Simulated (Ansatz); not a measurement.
# Cd: strain energy, fitted

Cd, P6_3/mmc, a = 3.015 Å, c = 5.828 Å. Ansatz: PBE, PAW, 420 eV, Γ-centred 18×18×8 mesh on 2 atoms, Gaussian smearing 0.10 eV; no spin polarisation. Series: strain along c alone, the other axes held, atoms fixed by symmetry; x is the strain in per cent. y is the free energy over the unstrained cell, V0 = 22.936 Å³/atom.

```
x (%) y (meV/atom)
 -6.0         10.57
 -4.0          4.51
 -2.0          1.13
  0.0          0.00
  2.0          1.26
  4.0          4.94
  6.0             ?
```

Problem. Fit y = c2 x² + c3 x³ to the other rows, turn c2 into a modulus, and predict the missing energy.

Solution. Least squares on the rows shown. y = 0.3005 x² + 0.001489 x³. In eV per unit strain² c2 is 3.005; this is C33 with relaxed ions (E = ½ C33 V0 ε²): 2 × 3.005 × 160.2 / (22.936) = 42 GPa. With a term in x⁴ added, the coefficient of x² becomes 0.2833, 6 % less, which shows how far this figure hangs on the form. At x = 6.0 the fit asked for gives 11.14 meV/atom. The run gave 10.39 meV/atom, so the fit is 0.75 meV/atom too high, 7.1 % of the span of the series, against an rms of 0.10 meV/atom on the fitted rows. The row lies outside the fitted range. With a term in x⁴ added, a fit to the same known rows predicts 11.97 meV/atom, further off still.